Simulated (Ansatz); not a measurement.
# I (Fmmm) in Ansatz: further runs

The runs below take I through band structure, single point, equation of state, with LDA.

Everything below comes from runs of Ansatz 0.2.0. Logs are shortened: lines on timing, memory, paths and dates and some standing lists are left out, and cuts for length are marked.

### 1 The structure

Symmetry: Fmmm, No. 69, orthorhombic system. The conventional cell has a = 4.384 Å, b = 4.731 Å, c = 7.820 Å, α = 90.00°, β = 90.00°, γ = 90.00°. I (site symmetry mmm) has 4 I at 3.23 Å as nearest neighbours.

### 2 Band structure, LDA

input.yaml

```yaml
crystal:
  lattice:
    - [0.0, 2.3656004428, 3.9098401324]
    - [2.1922454667, 0.0, 3.9098401324]
    - [2.1922454667, 2.3656004428, 0.0]
  atoms:
    - { symbol: I, position: [0.0, 0.0, 0.0] }
hamiltonian:
  xc: lda
  pseudopotentials: { kind: paw }
kpoints:
  mp_grid: { grid: [9, 9, 9] }
  band_path:
    path:
      - [[0.0, 0.0, 0.0], [0.5, 0.0, 0.5], [0.5, 0.1138942365, 0.6138942365], [0.0504161431, 0.5, 0.5504161431], [0.0, 0.5, 0.5], [0.0, 0.0, 0.0], [0.5, 0.5, 0.0], [0.9495838569, 0.5, 0.4495838569], [0.8622775204, 0.3622775204, 0.5], [0.5, 0.1138942365, 0.6138942365]]
      - [[0.5, 0.8861057635, 0.3861057635], [0.5, 0.5, 0.0]]
      - [[0.0, 0.5, 0.5], [0.1377224796, 0.6377224796, 0.5]]
      - [[0.8622775204, 0.3622775204, 0.5], [0.5, 0.0, 0.5]]
      - [[0.5, 0.5, 0.5], [0.0, 0.0, 0.0]]
    npoints: 14
scf:
  occupations: { method: fermi_dirac, width: 0.05 }
  n_extra_bands: 6
output:
  forces: true
  stress: true
  eigenvalues: true
  fatbands: true
```

Potentials or basis: Ansatz PAW.

Started as:

```
$ ansatz run input.yaml --threads 2 --pin off --max-ram 5632MiB --backend cpu --events-out ev --progress --plain --runs-dir out
```

What it wrote:

```text
Warning: RAYON_NUM_THREADS=2 ignored (pool sized by the plan → 2); use --threads N
scf.n_extra_bands = 6 over 9 filled bands (N_el = 17.0): the run solves 15 bands
Engine: ansatz 0.2.0, aarch64-unknown-linux-gnu
Pseudopotentials: kind: paw
Pseudopotential: I, paw, valence charge 17, recommended cutoff 420 eV (normal), I.paw.azcp
Functional definition: SPW92
  exchange = slater_x
  correlation = pw_c
Crystal: 1 atoms, lattice volume = 40.553 Å³
Basis set: ecut = 420 eV, 797 PW (Γ)
Bands: 15, of which v1, the nominal top of the filled ones, is band 9 counted from 1 (8 counted from 0)
Symmetry: 8 space group operations
Space group: Fmmm (ITA 69), of the structure as read, at distance tolerance 3.4e-5 Å
k-points: 125 of 729
Non-local potential: I, projectors of the file, l = 0: 2, l = 1: 2, l = 2: 2, l = 3: 2
PAW form: soft (Blöchl's): semilocal exchange-correlation on the pseudo side does not see the compensation charge
PAW frozen core: I, regenerated for the run's functional, and the local potential with it (the file was generated under x = pbe(κ = 0.804, μ = 0.2195149727645171), c = pbe(β = 0.06672455060314922))
PAW one-centre angular grid: I, 590 points (default); XC on 64 Gauss nodes
Initial density: superposition of atomic densities (neutral atoms: chi_scale 0, normalization atom), corrected by the library's trained network
Initial wavefunctions: pseudopotential atomic-orbital guess
Functional: x = slater, c = lda
SCF iter   1: F=—  HF=-7355.753340 eV  |F-HF|=—  |Δ(HF+E_count)|=         —  Δρ=3.85e-3  dr2=2.40e-3  ethr=1.77e-3  ⟨swp⟩=6.2  Hψ=12354  notcnv=0  defer=2
preconditioner: auto → LDOS  [metal: Δε(μ)=0.036 eV  Ē_g=14.920 eV  σ=0.050 eV  W_gap=0.17  n_scr=10 (ndim 8)  ℏωp=15.4 eV  f_vac=0.087  D(μ)=0.64/eV (n_scr^D=2)  β→1.0]
SCF iter   2: F=—  HF=-7355.752502 eV  |F-HF|=—  |Δ(HF+E_count)|=   8.38e-4  Δρ=4.78e-4  dr2=8.21e-5  ethr=1.41e-5  ⟨swp⟩=2.4  Hψ=3898  notcnv=0  defer=10
SCF iter   3: F=—  HF=-7355.752480 eV  |F-HF|=—  |Δ(HF+E_count)|=   2.17e-5  Δρ=2.02e-4  dr2=1.42e-5  ethr=4.83e-7  ⟨swp⟩=2.8  Hψ=2731  notcnv=0  defer=10
SCF iter   4: F=—  HF=-7355.752475 eV  |F-HF|=—  |Δ(HF+E_count)|=   5.80e-6  Δρ=6.96e-5  dr2=1.54e-6  ethr=8.35e-8  ⟨swp⟩=2.4  Hψ=2738  notcnv=0  defer=10
iter 5 did not close the SCF: its close was put off for the readings that it lacked (scf_convergence_deferred on its scf_iter line)
SCF iter   5: F=-7355.752474 eV  HF=-7355.752474 eV  |F-HF|=8.16e-8  |Δ(HF+E_count)|=   5.57e-7  Δρ=1.63e-5  dr2=9.70e-8  ethr=9.04e-9  ⟨swp⟩=2.0  Hψ=1906  notcnv=0  defer=10
SCF iter   6: F=-7355.752474 eV  HF=-7355.752474 eV  |F-HF|=4.42e-10  |Δ(HF+E_count)|=   3.84e-8  Δρ=1.81e-6  dr2=9.14e-10  ethr=5.71e-10  ⟨swp⟩=6.5  Hψ=10546  notcnv=0
SCF 1 converged in 6 iterations: F = -7355.752474 eV  dr2 = 9.14e-10
NSCF: frozen V_eff on 187 k-points
SCF converged after 6 iterations
Free energy (F): -7355.752474 eV
Harris-Foulkes:  -7355.752474 eV  (|F-HF|=4.42e-10)
Internal energy: -7355.747168 eV  (E = F + TS)
E sigma→0 (E₀):  -7355.749821 eV
Entropy (-TS):   -0.005306 eV (-5.306 meV/atom)
Fermi energy:    5.627851 eV
--- Per-component energies (eV) ---
  E_band       = -392.505522
  E_kinetic    = 189.180829
  E_local      = -1993.976669  (includes V_loc(G=0)·N_el)
  E_nonlocal   = -87.326566
  E_hartree    = 1021.957427
  E_xc         = -127.124153
  E_vxc        = -128.351620  (∫ρ·V_xc dr)
  E_paw        = -4657.782093  (= ΣΔE_a)
  E_vpaw       = -415.946163  (= ΣTr[D̂ρ^β])
  E_aug_tail   = 0.000066  (compensation charges beyond the density's cutoff)
  E_ewald      = -1701.457224
  E_core_change = 0.781215  (= ΣΔE_core)
  E_smearing   = -0.005306  (= −TS)
  E_closure    = -0.000000  (closes the sum)
  Σ components = -7355.752474   (vs F -7355.752474, Δ=0.00e0)
--- Forces (eV/Å), atoms counted from 1 ---
  atom   1  I      0.00000000     0.00000000    -0.00000000
  max |Σ_I F_I| component: 3.16e-30 eV/Å
--- Stress (GPa, compression-positive) ---
       -2.690594      -0.000000       0.000000
       -0.000000      -3.148739      -0.000000
        0.000000      -0.000000      -1.100893
  P = ⅓ Tr σ = -2.3134 GPa (-23.134 kbar)
--- Band table (eV; the first three rows and the last of 125) ---
  k-point 0: bands = ["-39.5911", "-39.5686", "-39.3883", "-39.3573", "-39.3166", "-8.2958", "3.7534", "6.4125", "6.6732", "9.9210", "13.3087", "13.8332", "17.7947", "17.9442", "18.2490"]
  k-point 1: bands = ["-39.5888", "-39.5693", "-39.3887", "-39.3576", "-39.3158", "-8.1653", "3.7450", "5.4284", "6.6347", "10.3054", "13.6385", "14.9144", "15.5719", "18.1781", "18.5605"]
  k-point 2: bands = ["-39.5831", "-39.5709", "-39.3896", "-39.3583", "-39.3135", "-7.8009", "3.3542", "3.8583", "6.8421", "11.0684", "13.6567", "14.0339", "17.6643", "18.5979", "19.2125"]
  k-point 124: bands = ["-39.5888", "-39.5693", "-39.3885", "-39.3574", "-39.3156", "-7.9280", "1.7024", "5.2061", "6.4342", "12.9395", "14.1893", "15.6784", "20.0496", "20.4207", "20.9100"]
```

It took 3.1 s on 2 threads of Arm Neoverse V2, shared host; peak memory 0.34 GiB.

Results:

| Property | Result |
| --- | --- |
| Free energy | -7355.7525 eV |
| Pressure | -2.3 GPa |
| Band gap on the k mesh | none (metal or under the smearing width) |

Levels at the corners of the path, in eV from the Fermi level:
| point | band 7 | band 8 | band 9 | band 10 | band 11 | band 12 |
| --- | --- | --- | --- | --- | --- | --- |
| Γ | -1.87 | 0.78 | 1.05 | 4.29 | 7.68 | 8.21 |
| Y | -4.38 | -3.44 | -0.42 | 3.90 | 6.57 | 9.76 |
| C | -3.99 | -3.34 | -1.06 | 5.25 | 6.76 | 10.10 |
| D | -3.96 | -3.68 | -0.86 | 4.03 | 5.84 | 10.62 |
| X | -4.06 | -3.75 | -0.71 | 3.85 | 5.68 | 10.46 |
| Γ | -1.87 | 0.78 | 1.05 | 4.29 | 7.68 | 8.21 |
| Z | -4.07 | 0.56 | 0.84 | 7.11 | 7.22 | 10.46 |
| D1 | -3.96 | -3.68 | -0.86 | 4.03 | 5.84 | 10.62 |
| H | -4.12 | -3.70 | -0.68 | 3.96 | 6.07 | 9.05 |
| C | -3.99 | -3.34 | -1.06 | 5.25 | 6.76 | 10.10 |
| C1 | -3.99 | -3.34 | -1.06 | 5.25 | 6.76 | 10.10 |
| Z | -4.07 | 0.56 | 0.84 | 7.11 | 7.22 | 10.46 |
| X | -4.06 | -3.75 | -0.71 | 3.85 | 5.68 | 10.46 |
| H1 | -4.12 | -3.70 | -0.68 | 3.96 | 6.07 | 9.05 |
| H | -4.12 | -3.70 | -0.68 | 3.96 | 6.07 | 9.05 |
| Y | -4.38 | -3.44 | -0.42 | 3.90 | 6.57 | 9.76 |
| L | -5.20 | -1.68 | 1.70 | 4.66 | 9.27 | 10.39 |
| Γ | -1.87 | 0.78 | 1.05 | 4.29 | 7.68 | 8.21 |

Caveat: spin-orbit coupling is left out, which moves the levels of the heavy elements; an odd number of electrons without spin polarisation forces a metal; a magnetic or distorted state may lie lower; the PAW data sets come from PBE, with cores solved anew for the run's functional, which leaves a small shift of forces and pressure.

### 3 Single point, LDA, 38.12 Å³/atom (volume scaled by 0.94)

input.yaml

```yaml
crystal:
  lattice:
    - [0.0, 2.3173093325, 3.830025081]
    - [2.1474932061, 0.0, 3.830025081]
    - [2.1474932061, 2.3173093325, 0.0]
  atoms:
    - { symbol: I, position: [0.0, 0.0, 0.0] }
hamiltonian:
  xc: lda
  pseudopotentials: { kind: paw }
kpoints:
  mp_grid: { grid: [9, 9, 9] }
scf:
  occupations: { method: fermi_dirac, width: 0.05 }
output:
  forces: true
  stress: true
  eigenvalues: true
```

Potentials or basis: Ansatz PAW.

Started as:

```
$ ansatz run input.yaml --threads 2 --pin off --max-ram 5632MiB --backend cpu --events-out ev --progress --plain --runs-dir out
```

What it wrote:

```text
Warning: RAYON_NUM_THREADS=2 ignored (pool sized by the plan → 2); use --threads N
[... 6 set-up lines as earlier in the session ...]
Crystal: 1 atoms, lattice volume = 38.120 Å³
Basis set: ecut = 420 eV, 773 PW (Γ)
Bands: 13, of which v1, the nominal top of the filled ones, is band 9 counted from 1 (8 counted from 0)
[... 2 set-up lines as earlier in the session ...]
k-points: 125 of 729
[... 7 set-up lines as earlier in the session ...]
SCF iter   1: F=—  HF=-7355.777475 eV  |F-HF|=—  |Δ(HF+E_count)|=         —  Δρ=4.15e-3  dr2=2.67e-3  ethr=1.77e-3  ⟨swp⟩=6.2  Hψ=11007  notcnv=0
preconditioner: auto → Kerker (q_TF=auto, 2.385 Å⁻¹)  [metal: Δε(μ)=0.044 eV  Ē_g=13.378 eV  σ=0.050 eV  W_gap=0.21  n_scr=10 (ndim 8)  ℏωp=15.9 eV  f_vac=0.044  D(μ)=0.53/eV (n_scr^D=0)]
SCF iter   2: F=—  HF=-7355.776536 eV  |F-HF|=—  |Δ(HF+E_count)|=   9.39e-4  Δρ=2.55e-3  dr2=1.11e-3  ethr=1.57e-5  ⟨swp⟩=2.0  Hψ=3177  notcnv=0
SCF iter   3: F=—  HF=-7355.776405 eV  |F-HF|=—  |Δ(HF+E_count)|=   1.31e-4  Δρ=6.99e-4  dr2=1.10e-4  ethr=6.53e-6  ⟨swp⟩=2.0  Hψ=2691  notcnv=0
SCF iter   4: F=—  HF=-7355.776292 eV  |F-HF|=—  |Δ(HF+E_count)|=   1.13e-4  Δρ=2.79e-4  dr2=2.09e-5  ethr=6.46e-7  ⟨swp⟩=2.0  Hψ=2672  notcnv=0
SCF iter   5: F=—  HF=-7355.776284 eV  |F-HF|=—  |Δ(HF+E_count)|=   7.81e-6  Δρ=5.57e-5  dr2=2.07e-6  ethr=1.23e-7  ⟨swp⟩=2.0  Hψ=2683  notcnv=0
SCF iter   6: F=—  HF=-7355.776285 eV  |F-HF|=—  |Δ(HF+E_count)|=   2.75e-7  Δρ=1.95e-5  dr2=2.89e-7  ethr=1.22e-8  ⟨swp⟩=2.2  Hψ=1834  notcnv=0
SCF iter   7: F=-7355.776285 eV  HF=-7355.776285 eV  |F-HF|=3.91e-9  |Δ(HF+E_count)|=   8.41e-8  Δρ=3.26e-6  dr2=7.70e-9  ethr=5.88e-10  ⟨swp⟩=6.2  Hψ=7417  notcnv=0
SCF 1 converged in 7 iterations: F = -7355.776285 eV  dr2 = 7.70e-9
SCF converged after 7 iterations
Free energy (F): -7355.776285 eV
Harris-Foulkes:  -7355.776285 eV  (|F-HF|=3.91e-9)
Internal energy: -7355.771844 eV  (E = F + TS)
E sigma→0 (E₀):  -7355.774064 eV
Entropy (-TS):   -0.004441 eV (-4.441 meV/atom)
Fermi energy:    6.537198 eV
--- Per-component energies (eV) ---
  E_band       = -380.382111
  E_kinetic    = 189.818235
  E_local      = -1935.608211  (includes V_loc(G=0)·N_el)
  E_nonlocal   = -87.300608
  E_hartree    = 998.727108
  E_xc         = -127.511655
  E_vxc        = -128.852349  (∫ρ·V_xc dr)
  E_paw        = -4657.763570  (= ΣΔE_a)
  E_vpaw       = -415.892686  (= ΣTr[D̂ρ^β])
  E_aug_tail   = 0.000049  (compensation charges beyond the density's cutoff)
  E_ewald      = -1736.914406
  E_core_change = 0.781215  (= ΣΔE_core)
  E_smearing   = -0.004441  (= −TS)
  E_closure    = 0.000000  (closes the sum)
  Σ components = -7355.776285   (vs F -7355.776285, Δ=0.00e0)
--- Forces (eV/Å), atoms counted from 1 ---
  atom   1  I     -0.00000000    -0.00000000     0.00000000
  max |Σ_I F_I| component: 2.22e-31 eV/Å
--- Stress (GPa, compression-positive) ---
       -0.533439      -0.000000      -0.000000
       -0.000000      -0.575341      -0.000000
       -0.000000      -0.000000      -1.032064
  P = ⅓ Tr σ = -0.7136 GPa (-7.136 kbar)
--- Band table (eV; the first three rows and the last of 125) ---
  k-point 0: bands = ["-38.8525", "-38.8219", "-38.6453", "-38.6129", "-38.5770", "-7.8085", "4.4628", "7.4130", "7.6936", "10.6897", "14.1393", "14.8968", "18.7172"]
  k-point 1: bands = ["-38.8495", "-38.8227", "-38.6458", "-38.6133", "-38.5758", "-7.6636", "4.4499", "6.3264", "7.6547", "11.0831", "14.5510", "15.9970", "16.4470"]
  k-point 2: bands = ["-38.8421", "-38.8248", "-38.6471", "-38.6142", "-38.5729", "-7.2559", "4.0651", "4.5746", "7.8877", "11.8731", "14.4560", "14.9651", "18.9076"]
  k-point 124: bands = ["-38.8495", "-38.8227", "-38.6456", "-38.6130", "-38.5755", "-7.3805", "2.1720", "6.0608", "7.4198", "13.8278", "15.2137", "16.9174", "21.1062"]
```

Wall time 1.4 s (2 threads of Arm Neoverse V2, shared host); peak memory 0.33 GiB.

What came out:

* Free energy: -7355.7763 eV
* Pressure: -0.7 GPa
* Band gap on the k mesh: none (metal or under the smearing width)

Caveat: an odd number of electrons without spin polarisation forces a metal; a magnetic or distorted state may lie lower; the PAW data sets come from PBE, with cores solved anew for the run's functional, which leaves a small shift of forces and pressure.

### 4 Single point, LDA, 38.93 Å³/atom (volume scaled by 0.96)

input.yaml

```yaml
crystal:
  lattice:
    - [0.0, 2.33362895, 3.8569979773]
    - [2.1626168959, 0.0, 3.8569979773]
    - [2.1626168959, 2.33362895, 0.0]
  atoms:
    - { symbol: I, position: [0.0, 0.0, 0.0] }
hamiltonian:
  xc: lda
  pseudopotentials: { kind: paw }
kpoints:
  mp_grid: { grid: [9, 9, 9] }
scf:
  occupations: { method: fermi_dirac, width: 0.05 }
output:
  forces: true
  stress: true
  eigenvalues: true
  write_density: true
  write_potential: true
  elf: true
  volumetric_format: npy
```

Started as:

```
$ ansatz run input.yaml --threads 2 --pin off --max-ram 5632MiB --backend cpu --events-out ev --progress --plain --runs-dir out
```

Wall time 1.9 s (2 threads of Arm Neoverse V2, shared host); peak memory 0.33 GiB.

The run converged. Its results:

| Property | Result |
| --- | --- |
| Free energy | -7355.7711 eV |
| Pressure | -1.3 GPa |
| Band gap on the k mesh | none (metal or under the smearing width) |

Caveat: an odd number of electrons without spin polarisation forces a metal; a magnetic or distorted state may lie lower; the PAW data sets come from PBE, with cores solved anew for the run's functional, which leaves a small shift of forces and pressure.

### 5 Single point, LDA, 39.74 Å³/atom (volume scaled by 0.98)

input.yaml

```yaml
crystal:
  lattice:
    - [0.0, 2.3497234514, 3.8835988039]
    - [2.1775319666, 0.0, 3.8835988039]
    - [2.1775319666, 2.3497234514, 0.0]
  atoms:
    - { symbol: I, position: [0.0, 0.0, 0.0] }
hamiltonian:
  xc: lda
  pseudopotentials: { kind: paw }
kpoints:
  mp_grid: { grid: [9, 9, 9] }
scf:
  occupations: { method: fermi_dirac, width: 0.05 }
output:
  forces: true
  stress: true
  eigenvalues: true
```

Started as:

```
$ ansatz run input.yaml --threads 2 --pin off --max-ram 5632MiB --backend cpu --events-out ev --progress --plain --runs-dir out
```

Run time: 1.4 s. Hardware: 2 threads of Arm Neoverse V2, shared host; peak memory 0.33 GiB.

Results (log left out):

| Property | Result |
| --- | --- |
| Free energy | -7355.7630 eV |
| Pressure | -1.9 GPa |
| Band gap on the k mesh | none (metal or under the smearing width) |

Caveat: an odd number of electrons without spin polarisation forces a metal; a magnetic or distorted state may lie lower; the PAW data sets come from PBE, with cores solved anew for the run's functional, which leaves a small shift of forces and pressure.

### 6 Single point, LDA, 40.55 Å³/atom

Edit input.yaml of step 5 so:

```diff
@@ -2,5 +2,5 @@
   lattice:
-    - [0.0, 2.3497234514, 3.8835988039]
-    - [2.1775319666, 0.0, 3.8835988039]
-    - [2.1775319666, 2.3497234514, 0.0]
+    - [0.0, 2.3656004428, 3.9098401324]
+    - [2.1922454667, 0.0, 3.9098401324]
+    - [2.1922454667, 2.3656004428, 0.0]
   atoms:
```

Potentials or basis: Ansatz PAW.

Started as:

```
$ ansatz run input.yaml --threads 2 --pin off --max-ram 5632MiB --backend cpu --events-out ev --progress --plain --runs-dir out
```

Run time: 1.4 s. Hardware: 2 threads of Arm Neoverse V2, shared host; peak memory 0.33 GiB.

Results (log left out):

```
Free energy            : -7355.7525 eV
Pressure               : -2.3 GPa
Band gap on the k mesh : none (metal or under the smearing width)
```

Caveat: an odd number of electrons without spin polarisation forces a metal; a magnetic or distorted state may lie lower; the PAW data sets come from PBE, with cores solved anew for the run's functional, which leaves a small shift of forces and pressure.

### 7 Single point, LDA, 41.36 Å³/atom (volume scaled by 1.02)

Edit input.yaml of step 6 so:

```diff
@@ -2,5 +2,5 @@
   lattice:
-    - [0.0, 2.3656004428, 3.9098401324]
-    - [2.1922454667, 0.0, 3.9098401324]
-    - [2.1922454667, 2.3656004428, 0.0]
+    - [0.0, 2.3812671275, 3.935733868]
+    - [2.2067640717, 0.0, 3.935733868]
+    - [2.2067640717, 2.3812671275, 0.0]
   atoms:
```

Started as:

```
$ ansatz run input.yaml --threads 2 --pin off --max-ram 5632MiB --backend cpu --events-out ev --progress --plain --runs-dir out
```

Wall time 1.6 s (2 threads of Arm Neoverse V2, shared host); peak memory 0.33 GiB.

It converged, with:

```
Free energy            : -7355.7397 eV
Pressure               : -2.7 GPa
Band gap on the k mesh : none (metal or under the smearing width)
```

Caveat: an odd number of electrons without spin polarisation forces a metal; a magnetic or distorted state may lie lower; the PAW data sets come from PBE, with cores solved anew for the run's functional, which leaves a small shift of forces and pressure.

### 8 Single point, LDA, 42.17 Å³/atom (volume scaled by 1.04)

Edit input.yaml of step 7 so:

```diff
@@ -2,5 +2,5 @@
   lattice:
-    - [0.0, 2.3812671275, 3.935733868]
-    - [2.2067640717, 0.0, 3.935733868]
-    - [2.2067640717, 2.3812671275, 0.0]
+    - [0.0, 2.3967303343, 3.9612912976]
+    - [2.2210941101, 0.0, 3.9612912976]
+    - [2.2210941101, 2.3967303343, 0.0]
   atoms:
```

Started as:

```
$ ansatz run input.yaml --threads 2 --pin off --max-ram 5632MiB --backend cpu --events-out ev --progress --plain --runs-dir out
```

It took 1.6 s on 2 threads of Arm Neoverse V2, shared host; peak memory 0.34 GiB.

The run converged. Its results:

```yaml
Free_energy: -7355.7251 eV
Pressure: -3.1 GPa
Band_gap_on_the_k_mesh: none (metal or under the smearing width)
```

Caveat: an odd number of electrons without spin polarisation forces a metal; a magnetic or distorted state may lie lower; the PAW data sets come from PBE, with cores solved anew for the run's functional, which leaves a small shift of forces and pressure.

### 9 Single point, LDA, 42.99 Å³/atom (volume scaled by 1.06)

Edit input.yaml of step 8 so:

```diff
@@ -2,5 +2,5 @@
   lattice:
-    - [0.0, 2.3967303343, 3.9612912976]
-    - [2.2210941101, 0.0, 3.9612912976]
-    - [2.2210941101, 2.3967303343, 0.0]
+    - [0.0, 2.4119965442, 3.9865231326]
+    - [2.2352415877, 0.0, 3.9865231326]
+    - [2.2352415877, 2.4119965442, 0.0]
   atoms:
```

Potentials or basis: Ansatz PAW.

Started as:

```
$ ansatz run input.yaml --threads 2 --pin off --max-ram 5632MiB --backend cpu --events-out ev --progress --plain --runs-dir out
```

It took 1.6 s on 2 threads of Arm Neoverse V2, shared host; peak memory 0.34 GiB.

It converged, with:

- Free energy: -7355.7088 eV
- Pressure: -3.4 GPa
- Band gap on the k mesh: none (metal or under the smearing width)

Caveat: an odd number of electrons without spin polarisation forces a metal; a magnetic or distorted state may lie lower; the PAW data sets come from PBE, with cores solved anew for the run's functional, which leaves a small shift of forces and pressure.

### 10 Equation of state, LDA

No new run: the results of the series are fitted here.

Results:

* Equilibrium volume: 37.29 Å³/atom (rough: see the caveat)
* Bulk modulus at fixed shape and positions: 34 GPa (rough)

Energy against volume, from the lowest point:
| volume (Å³/atom) | energy (meV/atom) |
| --- | --- |
| 38.120 | 0.00 |
| 38.931 | 5.18 |
| 39.742 | 13.24 |
| 40.553 | 23.81 |
| 41.364 | 36.56 |
| 42.175 | 51.21 |
| 42.986 | 67.49 |

Caveat: the minimum lies outside the volumes run; the cell was scaled at fixed shape and fractional positions, which overstates the stiffness of a crystal with free parameters, most of all of layers and chains. The run has no spin-orbit coupling, so splittings on I are missing.
